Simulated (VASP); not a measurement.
# HfC2 (I4/mmm) in VASP: single point with PBE

Aim: the single point of HfC2 with PBE.

Program: VASP 6.6.1. These are calculated values, not measurements. Logs are shortened: lines on timing, memory, paths and dates and some standing lists are left out, and cuts for length are marked.

### 1 The crystal as given

Symmetry: I4/mmm, No. 139, tetragonal system. Conventional cell: a = 3.578 Å, b = 3.578 Å, c = 5.977 Å, α = 90.00°, β = 90.00°, γ = 90.00°. Hf (site symmetry 4/mmm) has 10 C at 2.41 to 2.60 Å as nearest neighbours. C (site symmetry 4mm) is surrounded by 1 C at 1.16 Å.

The cell was built by a generator and needn't be a form met in nature.

### 2 Single point, PBE

INCAR reads:

```
PREC = Accurate ; ENCUT = 520
EDIFF = 1E-6 ; ISMEAR = -1
SIGMA = 0.1 ; LREAL = False
LASPH = True ; NELM = 80
ALGO = Normal ; ISIF = 2
LWAVE = False ; LCHARG = True
GGA = PE ; LELF = True
LVHAR = True ; NBANDS = 16
```

KPOINTS reads:

```
regular mesh
0
Gamma
  11 11 11
```

POSCAR reads:

```
HfC2
1.0
    0.0000000000      3.5778740000      0.0000000000
    3.5778740000      0.0000000000      0.0000000000
    1.7889370000      1.7889370000     -2.9885340000
Hf C
1 2
Direct
    0.0000000000      0.0000000000      0.0000000000
    0.4030000000      0.4030000000      0.1940000000
    0.5970000000      0.5970000000      0.8060000000
```

Potentials or basis: VASP PAW PBE potentials, release 64 (Hf_pv, C).

Launch:

```console
$ cat potpaw_PBE.64/Hf_pv/POTCAR potpaw_PBE.64/C/POTCAR > POTCAR
$ mpirun -np 1 vasp_std > vasp.out
```

OUTCAR:

```text
PREC = Accurate
   ENCUT = 520
   EDIFF = 1E-6
   ISMEAR = -1
   LREAL = False
   LASPH = True
   NELM = 80
   ISIF = 2
   GGA = PE

 ion  position               nearest neighbor table
   1  0.000  0.000  0.000-   3 2.41   2 2.41   3 2.60   2 2.60   2 2.60   3 2.60   3 2.60   2 2.60
                             2 2.60   3 2.60
   2  0.403  0.403  0.194-   3 1.16   1 2.41   1 2.60   1 2.60   1 2.60   1 2.60
   3  0.597  0.597  0.806-   2 1.16   1 2.41   1 2.60   1 2.60   1 2.60   1 2.60

  LATTYP: Found a body centered tetragonal cell.
 ALAT       =     3.5778740000
 C/A-ratio  =     1.6705641395

  Lattice vectors:

 A1 = (  -1.7889370000,   1.7889370000,   2.9885340000)
 A2 = (   1.7889370000,  -1.7889370000,   2.9885340000)
 A3 = (   1.7889370000,   1.7889370000,  -2.9885340000)

Analysis of symmetry for initial positions (statically):
=====================================================================
 Subroutine PRICEL returns:
 Original cell was already a primitive cell.

 Routine SETGRP: Setting up the symmetry group for a
 body centered tetragonal supercell.

 Subroutine GETGRP returns: Found 16 space group operations
 (whereof 16 operations were pure point group operations)
 out of a pool of 16 trial point group operations.

The static configuration has the point symmetry D_4h.

Analysis of symmetry for dynamics (positions and initial velocities):
=====================================================================
 Subroutine PRICEL returns:
 Original cell was already a primitive cell.

 Routine SETGRP: Setting up the symmetry group for a
 body centered tetragonal supercell.

 Subroutine GETGRP returns: Found 16 space group operations
 (whereof 16 operations were pure point group operations)
 out of a pool of 16 trial point group operations.

The dynamic configuration has the point symmetry D_4h.

 Subroutine INISYM returns: Found 16 space group operations
 (whereof 16 operations are pure point group operations),
 and found     1 'primitive' translations

----------------------------------------------------------------------------------------

                                     Primitive cell

  volume of cell :      38.2568

  direct lattice vectors                    reciprocal lattice vectors
     0.000000000  3.577874000  0.000000000     0.000000000  0.279495589  0.167306111
     3.577874000  0.000000000  0.000000000     0.279495589  0.000000000  0.167306111
     1.788937000  1.788937000 -2.988534000     0.000000000  0.000000000 -0.334612221

  length of vectors
     3.577874000  3.577874000  3.915600420     0.325743947  0.325743947  0.334612221

  position of ions in fractional coordinates (direct lattice)
     0.000000000  0.000000000  0.000000000
     0.403000000  0.403000000  0.194000000
     0.597000000  0.597000000  0.806000000

  ion indices of the primitive-cell ions
   primitive index   ion index
                 1           1
                 2           2
                 3           3

----------------------------------------------------------------------------------------

 KPOINTS: regular mesh

Automatic generation of k-mesh.
 Grid dimensions read from file:
 generate k-points for:   11   11   11

 Generating k-lattice:

  Cartesian coordinates                     Fractional coordinates (reciprocal lattice)
     0.000000000  0.025408690  0.015209646     0.090909091  0.000000000  0.000000000
     0.025408690  0.000000000  0.015209646     0.000000000  0.090909091  0.000000000
     0.000000000  0.000000000 -0.030419293     0.000000000  0.000000000  0.090909091

  Length of vectors
     0.029613086  0.029613086  0.030419293

  Shift w.r.t. Gamma in fractional coordinates (k-lattice)
     0.000000000  0.000000000  0.000000000

 Subroutine IBZKPT returns following result:
 ===========================================

 Found    126 irreducible k-points:

 Following reciprocal coordinates:
            Coordinates               Weight
  0.000000  0.000000  0.000000      1.000000
  0.090909  0.000000  0.000000      8.000000
  0.181818  0.000000  0.000000      8.000000
  0.272727  0.000000  0.000000      8.000000
  0.363636  0.000000  0.000000      8.000000
  0.454545  0.000000  0.000000      8.000000
[... 16 lines left out ...]
 -0.272727  0.181818  0.000000     16.000000
 -0.181818  0.181818  0.000000      4.000000
 [... further k-points ...]
   k-points           NKPTS =    126   k-points in BZ     NKDIM =    126   number of bands    NBANDS=     16
   number of dos      NEDOS =    301   number of ions     NIONS =      3
   total plane-waves  NPLWV =  23520
   dimension x,y,z NGX =    28 NGY =   28 NGZ =   30
   dimension x,y,z NGXF=    56 NGYF=   56 NGZF=   60
   ions per type =               1   2
   NGX,Y,Z   is equivalent  to a cutoff of  13.01, 13.01, 12.74 a.u.
   NGXF,Y,Z  is equivalent  to a cutoff of  26.02, 26.02, 25.47 a.u.
 SYSTEM =  unknown system
   PREC   = accura    normal or accurate (medium, high low for compatibility)
   ISTART =      0    job   : 0-new  1-cont  2-samecut
   ICHARG =      2    charge: 1-file 2-atom 10-const
   ISPIN  =      1    spin polarized calculation?
   LNONCOLLINEAR =      F non collinear calculations
   LSORBIT =      F    spin-orbit coupling
   LASPH  =      T    aspherical Exc in radial PAW
   ENCUT  =  520.0 eV  38.22 Ry    6.18 a.u.   6.65  6.65  7.28*2*pi/ulx,y,z
   NELM   =     80;   NELMIN=  2; NELMDL= -5     # of ELM steps
   EDIFF  = 0.1E-05   stopping-criterion for ELM
   LREAL  =      F    real-space projection
   EDIFFG = 0.1E-04   stopping-criterion for IOM
   NSW    =      0    number of steps for IOM
   IBRION =     -1    ionic relax: 0-MD 1-quasi-New 2-CG
   NFREE  =      0    steps in history (QN), initial steepest desc. (CG)
   ISIF   =      2    stress and relaxation
   ISYM   =      2    0-nonsym 1-usesym 2-fastsym
   POTIM  = 0.5000    time-step for ionic-motion
   TEBEG  =    0.0;   TEEND  =   0.0 temperature during run
   PSTRESS=    0.0 pullay stress
   NELECT =      18.0000    total number of electrons
   NUPDOWN=      -1.0000    fix difference up-down
   EMIN   =  10.00;   EMAX   =-10.00  energy-range for DOS
   EFERMI =   0.00;   METHOD = LEGACY
   ISMEAR =    -1;   SIGMA  =   0.10  broadening in eV -4-tet -1-fermi 0-gaus
   EFERMI_NEDOS =   21; number of points for ismear=-14 and -15
   IALGO  =     38    algorithm
   IMIX   =      4    mixing-type and parameters
     AMIX     =   0.40;   BMIX     =  1.00
     AMIX_MAG =   1.60;   BMIX_MAG =  1.00
  volume/ion in A,a.u.               =      12.75        86.06
  Fermi-wavevector in a.u.,A,eV,Ry     =   1.273297  2.406182 22.058910  1.621284
  Thomas-Fermi vector in A             =   2.406128
   LORBIT       =      0    0 simple, 1 ext, 2 COOP (PROOUT), +10 PAW based schemes
   GGA     = PE    functional components
   LHFCALC =     F    Hartree Fock is set to
   AEXX    =    0.0000 exact exchange contribution
   IVDW    =     0    specifies the selected vdW correction
   LEPSILON=     F    determine dielectric tensor
   LRPA    =     F    only Hartree local field effects (RPA)
 non-spin polarized calculation
  energy-cutoff  :      520.00
  volume of cell :       38.26
 maximum number of plane-waves:      1047
   NGX = 13   NGY = 13   NGZ = 15

 number of electron      18.0000002 magnetization

 Free energy of the ion-electron system (eV)
  ---------------------------------------------------
  ext. energy  EPLUGINS =         0.00000000
  ---------------------------------------------------
  free energy    TOTEN  =       -26.78848289 eV

  energy without entropy =      -26.75536753  energy(sigma->0) =      -26.77192521

 E-fermi :   6.1397     XC(G=0): -11.2883

 val. band max:        6.1353719217   @ k =   0.3636   0.0000   0.0909
 cond. band min:       6.1407439724   @ k =   0.1818   0.1818   0.0000
 fundamental gap:      0.0053720507
 Fermi energy:         6.1396848012

 k-point     1 :       0.0000    0.0000    0.0000
  band No.  band energies     occupation
      1     -26.0554      2.00000
      2     -26.0554      2.00000
      3     -25.8041      2.00000
      4     -11.5086      2.00000
      5      -1.3442      2.00000
      6       1.1221      2.00000
[... 8 lines left out ...]
     15      13.8192      0.00000
     16      14.2735      0.00000

 k-point     2 :       0.0909    0.0000    0.0000
  band No.  band energies     occupation
      1     -26.0688      2.00000
      2     -26.0551      2.00000
      3     -25.8078      2.00000
      4     -11.4477      2.00000
      5      -1.4411      2.00000
      6       0.9754      2.00000
[... 8 lines left out ...]
     15      13.6076      0.00000
     16      14.0720      0.00000

 k-point     3 :       0.1818    0.0000    0.0000
  band No.  band energies     occupation
      1     -26.1048      2.00000
      2     -26.0543      2.00000
      3     -25.8173      2.00000
      4     -11.2810      2.00000
      5      -1.7291      2.00000
      6       0.4481      2.00000
[... 8 lines left out ...]
     15      12.9799      0.00000
     16      13.6146      0.00000

 k-point     4 :       0.2727    0.0000    0.0000
  band No.  band energies     occupation
      1     -26.1522      2.00000
      2     -26.0532      2.00000
      3     -25.8289      2.00000
      4     -11.0538      2.00000
      5      -2.1513      2.00000
      6      -0.0720      2.00000
[... 8 lines left out ...]
     15      11.9955      0.00000
     16      13.0055      0.00000

 k-point     5 :       0.3636    0.0000    0.0000
  band No.  band energies     occupation
      1     -26.1956      2.00000
      2     -26.0521      2.00000
      3     -25.8389      2.00000
      4     -10.8343      2.00000
      5      -2.5661      2.00000
      6      -0.4481      2.00000
[... 8 lines left out ...]
     15      10.8599      0.00000
     16      12.4141      0.00000

 k-point     6 :       0.4545    0.0000    0.0000
  band No.  band energies     occupation
      1     -26.2214      2.00000
      2     -26.0515      2.00000
      3     -25.8447      2.00000
      4     -10.6980      2.00000
      5      -2.8200      2.00000
      6      -0.6414      2.00000
[... 8 lines left out ...]
     15      11.3126      0.00000
     16      12.0900      0.00000

 k-point     7 :       0.0909    0.0909    0.0000
  band No.  band energies     occupation
      1     -26.0724      2.00000
      2     -26.0665      2.00000
      3     -25.8154      2.00000
      4     -11.3727      2.00000
      5      -1.6546      2.00000
      6       0.6477      2.00000
[... 8 lines left out ...]
     15      13.5113      0.00000
     16      13.6125      0.00000

 k-point     8 :       0.1818    0.0909    0.0000
  band No.  band energies     occupation
      1     -26.1067      2.00000
      2     -26.0683      2.00000
      3     -25.8263      2.00000
      4     -11.2067      2.00000
      5      -1.9631      2.00000
      6       0.1694      2.00000
[... 8 lines left out ...]
     15      12.8905      0.00000
     16      13.1372      0.00000

 k-point     9 :       0.2727    0.0909    0.0000
  band No.  band energies     occupation
      1     -26.1534      2.00000
      2     -26.0670      2.00000
      3     -25.8369      2.00000
      4     -10.9972      2.00000
      5      -2.3061      2.00000
      6      -0.2495      2.00000
[... 8 lines left out ...]
     15      12.0041      0.00000
     16      12.5715      0.00000
[... 172 lines left out ...]
 k-point    19 :       0.3636    0.1818    0.0000
  band No.  band energies     occupation
      1     -26.1896      2.00000
      2     -26.0966      2.00000
      3     -25.8486      2.00000
      4     -10.8028      2.00000
      5      -2.4158      2.00000
      6      -0.5310      2.00000
[... 8 lines left out ...]
     15      11.6920      0.00000
     16      12.6949      0.00000

 k-point    20 :       0.4545    0.1818    0.0000
  band No.  band energies     occupation
      1     -26.2113      2.00000
      2     -26.0927      2.00000
      3     -25.8471      2.00000
      4     -10.7530      2.00000
      5      -2.3801      2.00000
      6      -0.6290      2.00000
[... 8 lines left out ...]
     15      11.5111      0.00000
     16      12.8775      0.00000

 k-point    21 :      -0.4545    0.1818   -0.0000
  band No.  band energies     occupation
      1     -26.2091      2.00000
      2     -26.0902      2.00000
      3     -25.8405      2.00000
      4     -10.7896      2.00000
      5      -2.2445      2.00000
      6      -0.6063      2.00000
[... 8 lines left out ...]
     15      12.2153      0.00000
     16      13.1111      0.00000

 k-point    22 :      -0.3636    0.1818    0.0000
  band No.  band energies     occupation
      1     -26.1841      2.00000
      2     -26.0897      2.00000
      3     -25.8307      2.00000
      4     -10.9002      2.00000
      5      -2.0402      2.00000
      6      -0.3775      2.00000
[... 8 lines left out ...]
     15      13.0792      0.00000
     16      13.3970      0.00000

 k-point    23 :      -0.2727    0.1818    0.0000
  band No.  band energies     occupation
      1     -26.1444      2.00000
      2     -26.0906      2.00000
      3     -25.8208      2.00000
      4     -11.0485      2.00000
      5      -1.8033      2.00000
      6      -0.0020      2.00000
[... 8 lines left out ...]
     15      13.7260      0.00000
     16      13.8310      0.00000

 k-point    24 :      -0.1818    0.1818    0.0000
  band No.  band energies     occupation
      1     -26.1077      2.00000
      2     -26.0874      2.00000
      3     -25.8139      2.00000
      4     -11.1874      2.00000
      5      -1.6044      2.00000
      6       0.3373      2.00000
[... 8 lines left out ...]
     15      13.9299      0.00000
     16      14.0719      0.00000

 [... further k-points ...]
[... 5 lines left out ...]
  --------------------------------------------------------------------------------------
  -------------------------------------------------------------------------------------
  Total       -4.3435526     -4.3435526     10.9567011      0.0000000      0.0000000      0.0000000
  in kB     -181.9061516   -181.9061516    458.8620183      0.0000000      0.0000000      0.0000000
  external PRESSURE =      31.6832384 kB  Pullay stress =       0.0000000 kB

 VOLUME and BASIS-vectors are now :
 -----------------------------------------------------------------------------
  energy-cutoff  :      520.00
  volume of cell :       38.26
      direct lattice vectors                 reciprocal lattice vectors
     0.000000000  3.577874000  0.000000000     0.000000000  0.279495589  0.167306111
     3.577874000  0.000000000  0.000000000     0.279495589  0.000000000  0.167306111
     1.788937000  1.788937000 -2.988534000     0.000000000  0.000000000 -0.334612221

 POSITION                                       TOTAL-FORCE (eV/Angst)
 -----------------------------------------------------------------------------------
      0.00000      0.00000      0.00000         0.000000      0.000000      0.000000
      1.78894      1.78894     -0.57978         0.000000      0.000000    -15.345897
      3.57787      3.57787     -2.40876        -0.000000     -0.000000     15.345897
 -----------------------------------------------------------------------------------
    total drift:                                0.000000      0.000000     -0.000000

  FREE ENERGIE OF THE ION-ELECTRON SYSTEM (eV)
  ---------------------------------------------------
  free  energy   TOTEN  =       -26.7884828863 eV

  energy  without entropy=      -26.7553675321  energy(sigma->0) =      -26.77192521
```

Wall time 94 s (1 thread of Intel Xeon Platinum 8375C at 2.90GHz (Ice Lake), shared host); peak memory 0.21 GiB.

What came out:

```yaml
Free_energy: -26.7885 eV
Pressure: 3.2 GPa
Largest_force: 15.346 eV/Å
Band_gap_on_the_k_mesh: none (metal or under the smearing width)
```

Forces in eV/Å, atoms in the order of the input:
```
Hf    0.000   0.000   0.000
C     0.000   0.000 -15.346
C     0.000   0.000  15.346
```

Caveat: the standard files for N, O and F lose accuracy on very short bonds; forces of over 1 eV/Å show positions far from the minimum, so gaps and moduli don't describe the material at rest. The run has no spin-orbit coupling, so splittings on Hf are missing.
